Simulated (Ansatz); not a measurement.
# GaP: normal modes

This session takes GaP and sets out to get the zone-centre phonons.

Method: DFT PBE, scalar-relativistic, plane waves, PAW, in Ansatz 0.2.0.

2 further runs of the same task are left out: 2 set aside as unsound or not needed.

### Step 1. The structure to begin with

The structure is trigonal, space group R-3m (No. 166). Conventional cell: a = 3.885 Å, b = 3.885 Å, c = 19.305 Å, α = 90.00°, β = 90.00°, γ = 120.00°. Ga (site symmetry 3m) has 3 P at 2.40 Å and 1 Ga at 2.49 Å as nearest neighbours. P (site symmetry 3m) has 1 P at 2.22 Å and 3 Ga at 2.40 Å as nearest neighbours.

As a file:

```
CELL_PARAMETERS angstrom
-1.94228 3.36413 0.00000
-5.82685 -3.36413 0.00000
1.94228 1.12138 6.43505
ATOMIC_POSITIONS crystal
Ga 0.50000 0.93558 0.30675
Ga 0.00000 0.43558 0.30675
Ga 0.50000 0.06442 0.69325
Ga 0.00000 0.56442 0.69325
P 0.50000 0.55751 0.17252
P 0.00000 0.05751 0.17252
P 0.50000 0.44249 0.82748
P 0.00000 0.94249 0.82748
```

It goes back to an entry of the Materials Project, which need not be the stable form.

It is built from the cell relaxed beforehand with the same method (21.02 Å³/atom).

### Step 2. The reference: the undisturbed cell on the scan's mesh

input.yaml

```yaml
crystal:
  lattice:
    - [-1.9422824023, 3.3641318034, 0.0]
    - [-5.8268472068, -3.3641318034, 0.0]
    - [1.9422824023, 1.1213772678, 6.4350460282]
  atoms:
    - { symbol: Ga, position: [0.5, 0.9355849403, 0.3067548208] }
    - { symbol: Ga, position: [0.0, 0.4355849403, 0.3067548208] }
    - { symbol: Ga, position: [0.5, 0.0644150597, 0.6932451792] }
    - { symbol: Ga, position: [0.0, 0.5644150597, 0.6932451792] }
    - { symbol: P, position: [0.5, 0.5575054017, 0.1725162051] }
    - { symbol: P, position: [0.0, 0.0575054017, 0.1725162051] }
    - { symbol: P, position: [0.5, 0.4424945983, 0.8274837949] }
    - { symbol: P, position: [0.0, 0.9424945983, 0.8274837949] }
basis:
  ecutwfc: 420
kpoints:
  mp_grid: { grid: [8, 4, 4] }
hamiltonian:
  xc: pbe
scf:
  occupations: { method: gaussian, width: 0.05 }
output:
  forces: true
  stress: true
  eigenvalues: true
  write_density: true
  write_potential: true
  elf: true
  volumetric_format: npy
```

The run is started by

```bash
> ansatz run input.yaml --threads 2 --pin off --max-ram 5120MiB --backend cpu --events-out ev --progress --plain --runs-dir out
```

Log, shortened:

```text
Warning: RAYON_NUM_THREADS=2 ignored (pool sized by the plan → 2); use --threads N
[...]
Pseudopotentials: kind: paw
Pseudopotential: Ga, paw, valence charge 13, recommended cutoff 420 eV (normal), Ga.paw.azcp
Pseudopotential: P, paw, valence charge 5, recommended cutoff 420 eV (normal), P.paw.azcp
Functional definition: PBE
[...]
Crystal: 8 atoms, lattice volume = 168.189 Å³
Basis set: ecut = 420 eV, 3299 PW (Γ), exchange–correlation on 54×90×96 points (8 copies of the dense FFT grid, shifted against one another)
Bands: 44, of which v1, the nominal top of the filled ones, is band 36 counted from 1 (35 counted from 0)
Symmetry: 8 space group operations
Space group: R-3m (ITA 166), of the structure as read, at distance tolerance 5.5e-5 Å
k-points: 50 of 128
[...]
SCF iter   1: F=—  HF=-18157.200372 eV  |F-HF|=—  |Δ(HF+E_count)|=         —  Δρ=2.76e-3  dr2=4.26e-2  ethr=1.77e-3  ⟨swp⟩=7.8  Hψ=9587  notcnv=0
[...]
SCF iter   7: F=-18157.185784 eV  HF=-18157.185784 eV  |F-HF|=8.63e-8  |Δ(HF+E_count)|=   3.26e-7  Δρ=8.69e-6  dr2=8.90e-8  ethr=1.39e-10  ⟨swp⟩=16.5  Hψ=17091  notcnv=0
[...]
SCF converged after 7 iterations
Free energy (F): -18157.185784 eV
[...]
E sigma→0 (E₀):  -18157.185784 eV
Fermi energy:    7.364650 eV
[...]
--- Forces (eV/Å), atoms counted from 1 ---
  atom   1  Ga     0.00220079     0.00127063     0.00265113
  atom   2  Ga     0.00220079     0.00127063     0.00265113
  atom   3  Ga    -0.00220079    -0.00127063    -0.00265113
  atom   4  Ga    -0.00220079    -0.00127063    -0.00265113
  atom   5  P     -0.00187167    -0.00108061     0.00154366
  atom   6  P     -0.00187167    -0.00108061     0.00154366
  atom   7  P      0.00187167     0.00108061    -0.00154366
  atom   8  P      0.00187167     0.00108061    -0.00154366
[...]
--- Stress (GPa, compression-positive) ---
       -0.021248      -0.010677      -0.011444
       -0.010677      -0.008919      -0.006607
       -0.011444      -0.006607       0.000114
  P = ⅓ Tr σ = -0.0100 GPa (-0.100 kbar)
--- Band table (eV; the first three rows and the last of 50) ---
[...]
```

Wall time 21 s (2 threads of Intel Xeon Platinum 8259CL at 2.50GHz (Skylake/Cascade Lake), shared host); peak memory 0.65 GiB.

Density in a lattice plane of the grid's cell (edges 6.73 and 6.81 Å, at 0.000 of the third edge), which holds Ga and P.

Ten even steps from '0' (0.02 e/Å³) to '9' (37.88 e/Å³):
```
000000000000000000000000
000000000000000000000000
000000000000000000000000
000000000000000000000000
000000000000013100000000
000000000000189200000000
000000000000153000000000
000000000000000000000000
000000000000000000000000
000000000000000000000000
000000000000000000000000
000000000000000000000000
000000000035100000000000
000000000298100000000000
000000000131000000000000
000000000000000000000000
000000000000000000000000
000000000000000000000000
000000000000000000000000
000000000000000000000000
```
Columns run along the first of these edges and rows up along the second, over one cell in 24 and 20 even steps from the bottom left corner. Atoms in the plane (fractional): Ga at (0.44, 0.31), Ga at (0.56, 0.69), P at (0.06, 0.17), P at (0.94, 0.83).

ELF in the same plane.

Values, 12 rows by 12 columns:
```
0.63 0.66 0.31 0.03 0.01 0.04 0.10 0.16 0.17 0.36 0.67 0.68
0.07 0.75 0.35 0.03 0.04 0.16 0.25 0.24 0.25 0.70 0.86 0.00
0.76 0.67 0.15 0.02 0.09 0.23 0.18 0.03 0.19 0.70 0.85 0.22
0.54 0.22 0.04 0.02 0.14 0.25 0.05 0.06 0.23 0.55 0.62 0.57
0.09 0.04 0.01 0.03 0.24 0.34 0.27 0.30 0.35 0.21 0.14 0.13
0.03 0.02 0.02 0.06 0.42 0.68 0.67 0.68 0.42 0.06 0.02 0.02
0.09 0.13 0.14 0.21 0.35 0.30 0.27 0.34 0.24 0.03 0.01 0.04
0.54 0.57 0.62 0.55 0.23 0.06 0.05 0.25 0.14 0.02 0.04 0.22
0.76 0.22 0.85 0.70 0.19 0.03 0.18 0.23 0.09 0.02 0.15 0.67
0.07 0.00 0.86 0.70 0.25 0.24 0.25 0.16 0.04 0.03 0.35 0.75
0.63 0.68 0.67 0.36 0.17 0.16 0.10 0.04 0.01 0.03 0.31 0.66
0.89 0.73 0.28 0.05 0.02 0.02 0.02 0.02 0.02 0.05 0.28 0.73
```
Columns run along the first of these edges and rows up along the second, over one cell in 12 and 12 even steps from the bottom left corner. Atoms in the plane (fractional): Ga at (0.44, 0.31), Ga at (0.56, 0.69), P at (0.06, 0.17), P at (0.94, 0.83).

Both are smooth fields of the valence electrons: close to the nuclei they are not physical.

The highest ELF values outside the cores: 0.93 in the shell around P, 0.8 Å from P; 0.93 on the P–Ga line, 0.9 Å from P; 0.89 on the P–P line, 1.1 Å from P.

The cell is repeated 2 times, 8 atoms in all. Reference values: F = -18157.1858 eV; pressure -0.01 GPa; largest force 0.004 eV/Å; gap on the mesh 0.80 eV.

### Step 3. Changing settings: ecutwfc 350 eV, mp_grid.shift [0.5, 0.5, 0.5]

input.yaml: that of step 2 with these lines changed.

```diff
@@ -15,5 +15,5 @@
 basis:
-  ecutwfc: 420
+  ecutwfc: "350 eV"
 kpoints:
-  mp_grid: { grid: [8, 4, 4] }
+  mp_grid: { grid: [8, 4, 4], shift: [0.5, 0.5, 0.5] }
 hamiltonian:
@@ -24,7 +24,3 @@
   forces: true
+  eigenvalues: true
   stress: true
-  eigenvalues: true
-  write_density: true
-  write_potential: true
-  elf: true
-  volumetric_format: npy
```

The run is started by

```bash
> ansatz run input.yaml --threads 2 --pin off --max-ram 5120MiB --backend cpu --events-out ev --progress --plain --runs-dir out
```

Log:

```text
Warning: basis.ecutwfc = 350 eV is below the records' recommended 420 eV, and the density's cutoff is lower with it unless basis.ecutrho_ratio is high enough to keep the records' density cutoff: compare with a run at a higher cutoff
Warning: RAYON_NUM_THREADS=2 ignored (pool sized by the plan → 2); use --threads N
Engine: ansatz 0.2.0, x86_64-unknown-linux-gnu
Pseudopotentials: kind: paw
Pseudopotential: Ga, paw, valence charge 13, recommended cutoff 420 eV (normal), Ga.paw.azcp
Pseudopotential: P, paw, valence charge 5, recommended cutoff 420 eV (normal), P.paw.azcp
Functional definition: PBE
  parameter kappa = 0.804
  parameter beta = 0.06672455060314922
  exchange = pbe_x(kappa = kappa, mu = beta*pi^2/3)
  correlation = pbe_c(beta = beta)
Crystal: 8 atoms, lattice volume = 168.189 Å³
Basis set: ecut = 350 eV, 2483 PW (Γ), exchange–correlation on 48×90×90 points (8 copies of the dense FFT grid, shifted against one another)
Bands: 44, of which v1, the nominal top of the filled ones, is band 36 counted from 1 (35 counted from 0)
Symmetry: 8 space group operations
Space group: R-3m (ITA 166), of the structure as read, at distance tolerance 5.5e-5 Å
k-points: 32 of 128
Non-local potential: Ga, projectors of the file, l = 0: 2, l = 1: 2, l = 2: 3, l = 3: 1
Non-local potential: P, projectors of the file, l = 0: 2, l = 1: 2, l = 2: 2
PAW form: soft (Blöchl's): semilocal exchange-correlation on the pseudo side does not see the compensation charge
PAW one-centre angular grid: Ga, 590 points (default); XC on 64 Gauss nodes
PAW one-centre angular grid: P, 110 points (default); XC on 64 Gauss nodes
Initial density: superposition of atomic densities (neutral atoms: chi_scale 0, normalization atom), corrected by the library's trained network
Initial wavefunctions: pseudopotential atomic-orbital guess
Functional: x = pbe(κ = 0.804, μ = 0.2195149727645171), c = pbe(β = 0.06672455060314922)
SCF iter   1: F=—  HF=-18157.156074 eV  |F-HF|=—  |Δ(HF+E_count)|=         —  Δρ=2.84e-3  dr2=4.30e-2  ethr=1.77e-3  ⟨swp⟩=7.8  Hψ=6165  notcnv=0
preconditioner: auto → Resta (q_TF=auto, 2.369 Å⁻¹)  ε∞=4.2  [insulator: Δε(μ)=1.134 eV  Ē_g=13.613 eV  σ=0.050 eV  W_gap=1.00  n_scr=36 (ndim 8)  ℏωp=24.3 eV  f_vac=0.015  D(μ)=0.00/eV (n_scr^D=0)  ε∞_Penn≈4.2]
SCF iter   2: F=—  HF=-18157.141785 eV  |F-HF|=—  |Δ(HF+E_count)|=   1.43e-2  Δρ=1.02e-3  dr2=2.32e-3  ethr=5.97e-5  ⟨swp⟩=3.1  Hψ=3225  notcnv=0  defer=87
SCF iter   3: F=—  HF=-18157.141584 eV  |F-HF|=—  |Δ(HF+E_count)|=   2.01e-4  Δρ=5.71e-4  dr2=5.28e-4  ethr=3.22e-6  ⟨swp⟩=2.0  Hψ=2468  notcnv=0  defer=56
automatic band count: iteration 3 solves 43 bands in place of 44: the levels show a gap, and the empty bands left out lie too high to hold charge; the band table lists the bands solved (type scf.n_extra_bands for more)
SCF iter   4: F=—  HF=-18157.141600 eV  |F-HF|=—  |Δ(HF+E_count)|=   1.62e-5  Δρ=2.66e-4  dr2=1.28e-4  ethr=7.33e-7  ⟨swp⟩=2.0  Hψ=2474  notcnv=0  defer=56
SCF iter   5: F=—  HF=-18157.141751 eV  |F-HF|=—  |Δ(HF+E_count)|=   1.51e-4  Δρ=7.98e-5  dr2=1.12e-5  ethr=1.77e-7  ⟨swp⟩=3.0  Hψ=2890  notcnv=0  defer=56
SCF iter   6: F=—  HF=-18157.141858 eV  |F-HF|=—  |Δ(HF+E_count)|=   1.07e-4  Δρ=1.80e-5  dr2=3.42e-7  ethr=1.56e-8  ⟨swp⟩=2.0  Hψ=2487  notcnv=0  defer=56
SCF iter   7: F=-18157.141858 eV  HF=-18157.141858 eV  |F-HF|=6.16e-8  |Δ(HF+E_count)|=   2.98e-7  Δρ=9.24e-6  dr2=8.07e-8  ethr=1.39e-10  ⟨swp⟩=10.9  Hψ=6470  notcnv=0
SCF 1 converged in 7 iterations: F = -18157.141858 eV  dr2 = 8.07e-8
SCF converged after 7 iterations
Free energy (F): -18157.141858 eV
Harris-Foulkes:  -18157.141858 eV  (|F-HF|=6.16e-8)
Internal energy: -18157.141858 eV  (E = F + TS)
E sigma→0 (E₀):  -18157.141858 eV
Fermi energy:    7.404088 eV
--- Per-component energies (eV) ---
  E_band       = -253.629832
  E_kinetic    = 742.109305
  E_local      = -9041.913648  (includes V_loc(G=0)·N_el)
  E_nonlocal   = 1831.823943
  E_hartree    = 4180.073356
  E_xc         = -521.970370
  E_vxc        = -474.400905  (∫ρ·V_xc dr)
  E_paw        = -10230.314853  (= ΣΔE_a)
  E_vpaw       = -1671.371008  (= ΣTr[D̂ρ^β])
  E_aug_tail   = 0.005809  (compensation charges beyond the density's cutoff)
  E_ewald      = -5116.955400
  E_smearing   = -0.000000  (= −TS)
  E_closure    = -0.000000  (closes the sum)
  Σ components = -18157.141858   (vs F -18157.141858, Δ=0.00e0)
--- Forces (eV/Å), atoms counted from 1 ---
  atom   1  Ga    -0.00178789    -0.00103224    -0.00237391
  atom   2  Ga    -0.00178789    -0.00103224    -0.00237391
  atom   3  Ga     0.00178789     0.00103224     0.00237391
  atom   4  Ga     0.00178789     0.00103224     0.00237391
  atom   5  P      0.00259619     0.00149891    -0.00208510
  atom   6  P      0.00259619     0.00149891    -0.00208510
  atom   7  P     -0.00259619    -0.00149891     0.00208510
  atom   8  P     -0.00259619    -0.00149891     0.00208510
  max |Σ_I F_I| component: 1.39e-17 eV/Å
--- Stress (GPa, compression-positive) ---
        0.040290       0.008408      -0.007098
        0.008408       0.030582      -0.004098
       -0.007098      -0.004098       0.062954
  P = ⅓ Tr σ = 0.0446 GPa (0.446 kbar)
--- Band table (eV; the first three rows and the last of 32) ---
  k-point 0: bands = ["-7.7836", "-7.7712", "-7.7343", "-7.7002", "-7.6647", "-7.6553", "-7.6539", "-7.6469", "-7.6399", "-7.6126", "-7.5973", "-7.5925", "-7.5896", "-7.5609", "-7.5004", "-7.4732", "-7.4706", "-7.4679", "-7.4481", "-7.3847", "-6.0285", "-4.8153", "-3.5899", "-2.0876", "-0.2342", "0.2206", "0.8873", "2.9060", "3.8255", "4.6917", "5.1222", "5.3137", "5.4897", "6.0198", "6.4764", "6.7041", "8.3562", "8.5465", "8.8098", "9.6189", "9.7177", "9.8151", "10.6330"]
  k-point 1: bands = ["-7.7820", "-7.7706", "-7.7520", "-7.6883", "-7.6602", "-7.6546", "-7.6510", "-7.6505", "-7.6416", "-7.6129", "-7.5979", "-7.5932", "-7.5903", "-7.5606", "-7.4907", "-7.4779", "-7.4741", "-7.4668", "-7.4510", "-7.3845", "-5.8681", "-4.8377", "-4.0632", "-2.1220", "-0.2482", "1.5542", "1.6147", "2.4700", "3.5047", "4.0204", "4.4403", "4.7632", "5.1572", "5.3417", "6.3124", "6.5975", "8.5847", "8.8419", "9.7038", "9.9535", "10.2239", "10.6070", "10.9914"]
  k-point 2: bands = ["-7.7824", "-7.7618", "-7.7576", "-7.6890", "-7.6601", "-7.6554", "-7.6510", "-7.6509", "-7.6407", "-7.6134", "-7.5981", "-7.5930", "-7.5901", "-7.5607", "-7.4949", "-7.4770", "-7.4730", "-7.4667", "-7.4503", "-7.3846", "-5.9156", "-4.7935", "-3.9407", "-2.3122", "-0.0164", "1.1190", "1.3167", "2.7104", "3.9862", "4.1052", "4.6223", "4.7951", "5.1112", "5.3845", "6.2661", "6.7345", "8.5610", "8.5702", "9.4342", "9.7725", "10.1015", "10.5528", "10.9198"]
  k-point 31: bands = ["-7.7726", "-7.7664", "-7.7538", "-7.7458", "-7.6917", "-7.6900", "-7.6516", "-7.6507", "-7.6154", "-7.6105", "-7.5996", "-7.5950", "-7.5609", "-7.5606", "-7.4940", "-7.4929", "-7.4740", "-7.4726", "-7.3859", "-7.3825", "-4.8928", "-4.7282", "-2.1196", "-2.0979", "-0.2948", "-0.1895", "1.1568", "1.4754", "2.5214", "2.6865", "3.8025", "4.0770", "4.4055", "4.9496", "5.4121", "5.4909", "8.6165", "8.8238", "9.5160", "9.6131", "10.0584", "10.2923", "11.0667"]
```

Run time: 8.9 s. Hardware: 2 threads of Intel Xeon Platinum 8259CL at 2.50GHz (Skylake/Cascade Lake), shared host; peak memory 0.52 GiB.

| run | ending | energy change | pressure (GPa) | gap (eV) | force (eV/Å) | cycles | time |
| --- | --- | --- | --- | --- | --- | --- | --- |
| step 2 | converged | 0 | 0.0 | 0.80 | 0.00 | 7 | 21 s |
| variant | converged | +5.5 meV/atom | 0.0 | 1.16 | 0.00 | 7 | 8.9 s |

Changing the cutoff and k-point mesh moves the energy by +5.5 meV/atom, and the gap on the mesh goes from 0.80 to 1.16 eV. More than one kind of setting changed, and this run alone doesn't tell their shares apart. A gap read on a mesh depends on which points the mesh holds, and a coarse mesh shifts the density too. The log warns that the cutoff is under what these potentials recommend, so the shift holds truncation error. The variant is not converged in its settings.

### Step 4. Normal modes

input.yaml: that of step 2 with these lines changed.

```diff
@@ -23,8 +23,8 @@
 output:
-  forces: true
-  stress: true
   eigenvalues: true
-  write_density: true
-  write_potential: true
-  elf: true
-  volumetric_format: npy
+phonons:
+  method: fd
+  supercell: [1, 1, 1]
+  amplitude: 0.02
+  eigenvectors: true
+  dielectric: false
```

The run is started by

```bash
> ansatz run input.yaml --threads 2 --pin off --max-ram 5120MiB --backend cpu --events-out ev --progress --plain --runs-dir out
```

Log, shortened:

```text
Warning: RAYON_NUM_THREADS=2 ignored (pool sized by the plan → 2); use --threads N
[...]
Pseudopotentials: kind: paw
Pseudopotential: Ga, paw, valence charge 13, recommended cutoff 420 eV (normal), Ga.paw.azcp
Pseudopotential: P, paw, valence charge 5, recommended cutoff 420 eV (normal), P.paw.azcp
Functional definition: PBE
[...]
Crystal: 8 atoms, lattice volume = 168.189 Å³
Basis set: ecut = 420 eV, 3299 PW (Γ), exchange–correlation on 54×90×96 points (8 copies of the dense FFT grid, shifted against one another)
Bands: 44, of which v1, the nominal top of the filled ones, is band 36 counted from 1 (35 counted from 0)
Symmetry: 8 space group operations
k-points: 50 of 128
[...]
SCF iter   1: F=—  HF=-18157.200372 eV  |F-HF|=—  |Δ(HF+E_count)|=         —  Δρ=2.76e-3  dr2=4.26e-2  ethr=1.77e-3  ⟨swp⟩=7.8  Hψ=9587  notcnv=0
[...]
Symmetry: 2 space group operations
[...]
  atom   7  P      0.00187130     0.00108040    -0.00150233
  atom   8  P      0.00187130     0.00108040    -0.00150233
[...]
--- Band table (eV; the first three rows and the last of 50) ---
[...]
--- Phonons: 8 displaced members + reference (amplitude 0.02 Å, Σ member SCF iterations 60) ---
  symmetry images taken by strict's conditions (phonons.symmetry_images: auto; settled by no image being taken that strict refuses)
  ASR residual: 3.865e-4 → 0.000e0 eV/Å²; symmetrization residual: 1.588e-3 eV/Å²
  largest component of a force at the reference: 2.6e-3 eV/Å
  ASR residual per site (eV/Å²): 3.86e-4 3.86e-4 3.86e-4 3.86e-4 3.80e-4 3.80e-4 3.80e-4 3.80e-4
  Γ frequencies (cm⁻¹): 0.00 0.00 0.00 72.35 72.64 75.11 79.58 94.54 100.51 212.23 247.06 252.46 265.62 269.07 312.04 313.09 313.09 320.26 350.36 352.33 352.46 364.52 442.57 445.46
  density of states and harmonic sums: on the 16×10×10 q-mesh, interpolated from the force constants of a 1×1×1 supercell (no non-analytic term)
  largest difference from the sums on the solved wave vectors: F 3.84e-1 eV, S 6.38e-4 and C_V 2.54e-4 eV/K
[...]
```

Wall time 3.5 min (2 threads of Intel Xeon Platinum 8259CL at 2.50GHz (Skylake/Cascade Lake), shared host); peak memory 0.81 GiB.

The modes, lowest first (cm⁻¹, without the LO–TO term): 1: 0, 2: 0, 3: 0, 4: 72, 5: 73, 6: 75, 7: 80, 8: 95, 9: 101, 10: 212, 11: 247, 12: 252, 13: 266, 14: 269, 15: 312, 16: 313, 17: 313, 18: 320, 19: 350, 20: 352, 21: 352, 22: 365, 23: 443, 24: 445. The cell doubles the primitive one, so its zone centre also holds the primitive cell's point q = (0, 1/2, 1/2). Three modes near zero are the rigid translations.

### Step 5. What came out

| quantity | value |
| --- | --- |
| modes | 24 from 0 to 445 cm⁻¹ |
| step 3, run with ecutwfc 350 eV, mp_grid.shift [0.5, 0.5, 0.5] (against step 2) | +5.5 meV/atom; the gap on the mesh goes from 0.80 to 1.16 eV |

In words: No mode of this cell is imaginary beyond 10 cm⁻¹; other wave vectors were not probed.

The gaps are Kohn-Sham values of a semilocal functional, not quasiparticle or optical gaps. Such gaps usually fall short of the measured ones.
